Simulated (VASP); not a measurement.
# AgCl (Chlorargyrite) (Fm-3m) in VASP: further runs, part 2 of 2

VASP 6.6.1. Earlier steps stand in the parts before.

## Step 3: Relaxation of cell and atoms, LDA

This run uses another cell than the first one, of 20.46 Å³/atom, 1.014 times its volume.

Input file INCAR:

```
SYSTEM = AgCl
  PREC = Accurate
  ENCUT = 600
  EDIFF = 1E-6
  ISMEAR = 0
  SIGMA = 0.03
  LREAL = .False.
  LASPH = .True.
  NELM = 80
  ALGO = Normal
  ISIF = 3
  LWAVE = .False.
  LCHARG = .False.
  GGA = CA
  IBRION = 2
  NSW = 90
  EDIFFG = -0.01
```

Input file KPOINTS:

```
Automatic mesh
0
Gamma
  8 8 8
  0 0 0
```

Input file POSCAR:

```
AgCl
1.0
    0.0000000000      2.7350000000      2.7350000000
    2.7350000000      0.0000000000      2.7350000000
    2.7350000000      2.7350000000      0.0000000000
Ag Cl
1 1
Direct
    0.0000000000      0.0000000000      0.0000000000
    0.5000000000      0.5000000000      0.5000000000
```

Potentials or basis: VASP PAW LDA potentials, release 64 (Ag, Cl).

The run is started by

```sh
$ cat potpaw_LDA.64/Ag/POTCAR potpaw_LDA.64/Cl/POTCAR > POTCAR
$ mpirun -np 1 vasp_std > vasp.out
```

OUTCAR:

```text
SYSTEM = AgCl
   PREC = Accurate
   ENCUT = 600
   EDIFF = 1E-6
   ISMEAR = 0
   LREAL = .False.
   LASPH = .True.
   NELM = 80
   ISIF = 3
   GGA = CA
   IBRION = 2
   NSW = 90
   EDIFFG = -0.01

 ion  position               nearest neighbor table
   1  0.000  0.000  0.000-   2 2.73   2 2.73   2 2.73   2 2.73   2 2.73   2 2.73
   2  0.500  0.500  0.500-   1 2.73   1 2.73   1 2.73   1 2.73   1 2.73   1 2.73

  LATTYP: Found a face centered cubic cell.
 ALAT       =     5.4700000000

  Lattice vectors:

 A1 = (   0.0000000000,   2.7350000000,   2.7350000000)
 A2 = (   2.7350000000,   0.0000000000,   2.7350000000)
 A3 = (   2.7350000000,   2.7350000000,   0.0000000000)

Analysis of symmetry for initial positions (statically):
[... 262 lines left out ...]
 fundamental gap:      0.6550819177
 Fermi energy:         5.1265414692

 k-point     1 :       0.0000    0.0000    0.0000
  band No.  band energies     occupation
      1     -10.8020      2.00000
      2       1.9967      2.00000
      3       1.9967      2.00000
      4       1.9967      2.00000
      5       2.0436      2.00000
      6       2.0436      2.00000
      7       2.2489      2.00000
      8       2.2489      2.00000
      9       2.2489      2.00000
     10       5.6548      0.00000
     11      15.7101      0.00000
     12      15.7101      0.00000
     13      15.7101      0.00000
[... 354 lines left out ...]
  band No.  band energies     occupation
      1     -10.1485      2.00000
      2      -0.7776      2.00000
      3       0.1125      2.00000
      4       0.1890      2.00000
      5       2.4028      2.00000
      6       2.4869      2.00000
      7       2.7921      2.00000
      8       3.7973      2.00000
      9       4.3674      2.00000
     10       9.9402      0.00000
     11      10.3028      0.00000
     12      12.9786      0.00000
     13      13.3076      0.00000

 [... further k-points ...]
[... 5 lines left out ...]
  --------------------------------------------------------------------------------------
  -------------------------------------------------------------------------------------
  Total        0.0035555      0.0035555      0.0035555      0.0000000      0.0000000     -0.0000000
  in kB        0.1482881      0.1482881      0.1482881      0.0000000      0.0000000     -0.0000000
  external PRESSURE =       0.1482881 kB  Pullay stress =       0.0000000 kB
[... 17 lines left out ...]
  FREE ENERGIE OF THE ION-ELECTRON SYSTEM (eV)
  ---------------------------------------------------
  free  energy   TOTEN  =        -6.7935126945 eV

  energy  without entropy=       -6.7935126945  energy(sigma->0) =       -6.79351269

 reached required accuracy - stopping structural energy minimisation
```

OSZICAR:

```text
N       E                     dE             d eps       ncg     rms          rms(c)
DAV:   1     0.108351151174E+03    0.10835E+03   -0.96638E+03   762   0.141E+03
DAV:   2    -0.218100716090E+01   -0.11053E+03   -0.10329E+03   894   0.264E+02
DAV:   3    -0.688031993164E+01   -0.46993E+01   -0.46822E+01   874   0.588E+01
[... 21 lines left out ...]
DAV:   2    -0.679404673094E+01    0.78015E-02   -0.22434E-02   754   0.189E+00    0.214E-01
DAV:   3    -0.679356306788E+01    0.48366E-03   -0.14558E-03   769   0.316E-01    0.144E-01
DAV:   4    -0.679351736992E+01    0.45698E-04   -0.59531E-05   809   0.752E-02    0.437E-02
DAV:   5    -0.679351306544E+01    0.43045E-05   -0.13574E-05   879   0.613E-02    0.616E-03
DAV:   6    -0.679351269448E+01    0.37096E-06   -0.40701E-06   744   0.274E-02
   3 F= -.67935127E+01 E0= -.67935127E+01  d E =-.312383E-01
```

CONTCAR:

```text
AgCl
   1.00000000000000
    -0.0000000000000000    2.6780905369163390    2.6780905369163390
     2.6780905369163390    0.0000000000000000    2.6780905369163390
     2.6780905369163390    2.6780905369163390   -0.0000000000000000
  Ag              Cl
     1     1
Direct
     0.0000000000000000    0.0000000000000000    0.0000000000000000
     0.5000000000000000    0.5000000000000000    0.5000000000000000

  0.00000000E+00  0.00000000E+00  0.00000000E+00
  0.00000000E+00  0.00000000E+00  0.00000000E+00
```

It took 19 s on 1 thread of Intel Xeon Platinum 8559C (Emerald Rapids), shared host; peak memory 0.16 GiB.

Results:

- Free energy: -6.7935 eV
- Relaxed volume: 19.21 Å³/atom
- Relaxed cell: a = 3.787 Å, b = 3.787 Å, c = 3.787 Å, α = 60.00°, β = 60.00°, γ = 60.00°
- Space group after relaxing (to 0.05 Å): Fm-3m (No. 225)
- Energy gained by relaxing: 15.6 meV/atom
- Ionic steps: 3
- Pressure after relaxing: 0.0 GPa
- Band gap on the k mesh: 0.66 eV, indirect (least direct gap 3.36 eV)

The path:
| step | energy change (eV) | largest force (eV/Å) | pressure (GPa) | volume (Å³) |
| --- | --- | --- | --- | --- |
| 1 | 0.0000 | 0.0000 | -3.74 | 40.92 |
| 2 | -0.0309 | 0.0000 | 0.50 | 38.16 |
| 3 | -0.0312 | 0.0000 | 0.01 | 38.42 |

Final structure:
```cif
data_structure
_symmetry_space_group_name_H-M 'P 1'
_symmetry_Int_Tables_number 1
_cell_length_a 3.7874
_cell_length_b 3.7874
_cell_length_c 3.7874
_cell_angle_alpha 60.000
_cell_angle_beta 60.000
_cell_angle_gamma 60.000
_cell_volume 38.42
loop_
_atom_site_label
_atom_site_type_symbol
_atom_site_fract_x
_atom_site_fract_y
_atom_site_fract_z
_atom_site_occupancy
Ag1 Ag 0.00000 0.00000 0.00000 1
Cl1 Cl 0.50000 0.50000 0.50000 1
```

A k mesh can miss the band edges. LDA usually gives volumes a few per cent too small.

## Step 4: Relaxation of cell and atoms, LDA

This run uses another cell than the first one, of 19.21 Å³/atom, 0.952 times its volume.

Changes to INCAR since step 3:

```diff
@@ -3,3 +3,3 @@
   ENCUT = 600
-  EDIFF = 1E-6
+  EDIFF = 1E-7
   ISMEAR = 0
@@ -16,2 +16,2 @@
   NSW = 90
-  EDIFFG = -0.01
+  EDIFFG = -0.005
```

KPOINTS is that of step 3.

Input file POSCAR:

```
AgCl                                    
1.0
   -0.0000000000      2.6780905369      2.6780905369
    2.6780905369      0.0000000000      2.6780905369
    2.6780905369      2.6780905369     -0.0000000000
  Ag              Cl            
     1     1
Direct
     0.0000000000000000    0.0000000000000000    0.0000000000000000
     0.5000000000000000    0.5000000000000000    0.5000000000000000
```

The run is started by

```sh
$ cat potpaw_LDA.64/Ag/POTCAR potpaw_LDA.64/Cl/POTCAR > POTCAR
$ mpirun -np 1 vasp_std > vasp.out
```

Run time: 13 s. Hardware: 1 thread of Intel Xeon Platinum 8559C (Emerald Rapids), shared host; peak memory 0.16 GiB.

The run converged. Its results:

```
Free energy             : -6.7929 eV
Pressure after relaxing : 0.0 GPa
Band gap on the k mesh  : 0.65 eV, indirect (least direct gap 3.36 eV)
```

Final structure:
```
Ag Cl
1.0
     0.00000    2.67809    2.67809
     2.67809    0.00000    2.67809
     2.67809    2.67809    0.00000
Ag Cl
1 1
Direct
  0.00000 0.00000 0.00000
  0.50000 0.50000 0.50000
```

Levels at points of the mesh, in eV from the valence-band top:
| k point | band 6 | band 7 | band 8 | band 9 | band 10 | band 11 | band 12 | band 13 |
| --- | --- | --- | --- | --- | --- | --- | --- | --- |
| (0.00, 0.00, 0.00) | -2.96 | -2.75 | -2.75 | -2.75 | 0.65 | 10.71 | 10.71 | 10.71 |
| (0.50, 0.00, 0.00) | -2.51 | -2.13 | 0.00 | 0.00 | 3.67 | 6.95 | 7.24 | 7.24 |
| (0.50, 0.50, 0.00) | -2.71 | -2.36 | -2.36 | -2.19 | 1.94 | 7.71 | 8.75 | 11.78 |

Caveat: the relaxation stopped at its first step, so nothing moved.

## Step 5: Relaxation of cell and atoms, PBE

This run uses another cell than the first one, of 20.46 Å³/atom, 1.014 times its volume.

Input file INCAR:

```
SYSTEM = AgCl
  ALGO = Normal
  EDIFF = 1E-6
  EDIFFG = -0.01
  ENCUT = 300
  GGA = PE
  IBRION = 2
  ISIF = 3
  ISMEAR = 0
  LASPH = .TRUE.
  LCHARG = .FALSE.
  LREAL = .FALSE.
  LWAVE = .FALSE.
  NELM = 80
  NSW = 90
  PREC = Accurate
  SIGMA = 0.03
```

Input file KPOINTS:

```
k-points
0
G
  4 4 4
  0 0 0
```

Input file POSCAR:

```
AgCl
1.0
    0.0000000000      2.7350000000      2.7350000000
    2.7350000000      0.0000000000      2.7350000000
    2.7350000000      2.7350000000      0.0000000000
Ag Cl
1 1
Direct
    0.0000000000      0.0000000000      0.0000000000
    0.5000000000      0.5000000000      0.5000000000
```

Potentials or basis: VASP PAW PBE potentials, release 64 (Ag, Cl).

The run is started by

```sh
$ cat potpaw_PBE.64/Ag/POTCAR potpaw_PBE.64/Cl/POTCAR > POTCAR
$ mpirun -np 1 vasp_std > vasp.out
```

Wall time 2.9 s (1 thread of Intel Xeon 6975P-C (Granite Rapids), shared host); peak memory 0.13 GiB.

Results (log left out):

- Free energy: -5.3846 eV
- Relaxed volume: 21.87 Å³/atom
- Relaxed cell: a = 3.955 Å, b = 3.955 Å, c = 3.955 Å, α = 60.00°, β = 60.00°, γ = 60.00°
- Space group after relaxing (to 0.05 Å): Fm-3m (No. 225)
- Energy gained by relaxing: 15.4 meV/atom
- Ionic steps: 2
- Pressure after relaxing: 0.0 GPa
- Band gap on the k mesh: 0.90 eV, indirect (least direct gap 3.12 eV)

Step by step:
```csv
step,energy change (eV),largest force (eV/Å),pressure (GPa),volume (Å³)
1,0.0000,0.0000,3.66,40.92
2,-0.0309,0.0000,0.03,43.75
```

Final structure:
```
CELL_PARAMETERS angstrom
0.00000 2.79662 2.79662
2.79662 0.00000 2.79662
2.79662 2.79662 0.00000
ATOMIC_POSITIONS crystal
Ag 0.00000 0.00000 0.00000
Cl 0.50000 0.50000 0.50000
```

Levels at points of the mesh, in eV from the valence-band top:
| k point | band 6 | band 7 | band 8 | band 9 | band 10 | band 11 | band 12 | band 13 |
| --- | --- | --- | --- | --- | --- | --- | --- | --- |
| (0.00, 0.00, 0.00) | -2.30 | -2.23 | -2.23 | -2.23 | 0.90 | 10.87 | 10.87 | 10.87 |
| (0.50, 0.00, 0.00) | -2.00 | -1.70 | 0.00 | 0.00 | 4.30 | 6.38 | 7.71 | 7.71 |
| (0.50, 0.50, 0.00) | -2.12 | -1.89 | -1.89 | -1.82 | 2.40 | 8.06 | 8.54 | 11.37 |

Caveat: the k mesh is coarse (spacing up to 0.50 Å⁻¹), so the values aren't converged; the cutoff is under 1.25 times the usual one of these potentials, so pressure, stress and relaxed cells hold a basis-set (Pulay) error. A k mesh can miss the band edges.

## Step 6: The runs side by side

| level | potentials or basis | k mesh | cutoff (eV) | mesh quality | gap on the mesh (eV) | pressure (GPa) |
| --- | --- | --- | --- | --- | --- | --- |
| PBEsol | VASP PAW PBE potentials, release 64 (Ag, Cl) | 8 × 8 × 8 | 600 | not flagged | 0.72 | 0.0 |
| LDA | VASP PAW LDA potentials, release 64 (Ag, Cl) | 8 × 8 × 8 | 600 | not flagged | 0.65 | 0.0 |
| PBE | VASP PAW PBE potentials, release 64 (Ag, Cl) | 4 × 4 × 4 | 300 | coarse | 0.90 | 0.0 |

Alike in all rows: task relaxation of cell and atoms; no spin polarisation; cell relaxed; smearing gaussian 0.03 eV.

Caveats: some runs use coarse meshes; the relaxation stopped at its first step, so nothing moved (some runs); the PAW data sets were made with another functional, which shifts forces and pressure a little (some runs); the cutoff is under 1.25 times the usual one of these potentials, so pressure, stress and relaxed cells hold a basis-set (Pulay) error (some runs).

Total energies depend on the potentials used, so only differences within one code and one set of settings carry meaning.
